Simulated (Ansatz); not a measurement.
**How settings move the G0W0 gap of CaO (h-MgO type)**

CaO, h-MgO type, relaxed with r2SCAN; one-shot G0W0 in Ansatz without spin-orbit coupling. No spin polarisation. The prototype was imposed, so other structures may be more stable.

```cif
data_structure
_symmetry_space_group_name_H-M 'P6_3/mmc'
_symmetry_Int_Tables_number 194
_cell_length_a 3.9810
_cell_length_b 3.9810
_cell_length_c 4.7701
_cell_angle_alpha 90.000
_cell_angle_beta 90.000
_cell_angle_gamma 120.000
_cell_volume 65.47
loop_
_atom_site_label
_atom_site_type_symbol
_atom_site_symmetry_multiplicity
_atom_site_Wyckoff_symbol
_atom_site_fract_x
_atom_site_fract_y
_atom_site_fract_z
_atom_site_occupancy
Ca1 Ca 2 c 0.33333 0.66667 0.25000 1
O1 O 2 d 0.66667 0.33333 0.25000 1
```

Gaps are read over the mesh points alone. G0W0 here is at a finite number of bands, screening cutoff and k mesh, not at the basis limit.
```csv
start,potentials,frequency model,mesh,empty bands,screening cutoff (eV),Kohn-Sham gap (eV),G0W0 gap (eV),rough cost
r2SCAN,PAW,contour deformation,6×6×4,246,140,3.63,4.77,6 core-minutes
r2SCAN,PAW,contour deformation,6×6×4,452,210,3.63,4.92,26 core-minutes
HSE06,PAW,contour deformation,6×6×4,246,140,4.58,5.27,11 core-minutes
LDA,PAW,contour deformation,6×6×4,246,140,3.03,4.65,6 core-minutes
PBE,PAW,contour deformation,6×6×4,246,140,3.20,4.55,6 core-minutes
r2SCAN,PAW,Godby-Needs pole,6×6×4,246,140,3.63,4.70,7 core-minutes
r2SCAN,PAW,contour deformation,6×6×4,106,80,3.63,4.52,110 core-seconds
r2SCAN,norm-conserving,contour deformation,6×6×4,246,140,3.63,4.77,14 core-minutes
```

G0W0 moves the gap on the mesh from 3.63 eV (r2SCAN) to 4.92 eV (direct at Γ). Renormalisation factors Z lie between 0.75 and 0.85.

Raising bands and cutoff together moves the gap by +0.25 eV (80 to 140 eV), then +0.15 eV (140 to 210 eV); the last step is still large, so the basis limit isn't reached. Starting from HSE06 (4.58 eV against r2SCAN's 3.63 eV) gives 5.27 eV, +0.50 eV from G0W0@r2SCAN at the same screening cutoff. Starting from LDA (3.03 eV against r2SCAN's 3.63 eV) gives 4.65 eV, -0.12 eV from G0W0@r2SCAN at the same screening cutoff. Starting from PBE (3.20 eV against r2SCAN's 3.63 eV) gives 4.55 eV, -0.22 eV from G0W0@r2SCAN at the same screening cutoff. The Godby-Needs plasmon pole differs from contour deformation by -0.07 eV. Norm-conserving potentials (wave cutoff 1290 eV against 500 eV) shift the quasiparticle gap by 0.00 eV and the r2SCAN gap by 0.00 eV. r2SCAN runs take a wave cutoff of 500 eV.
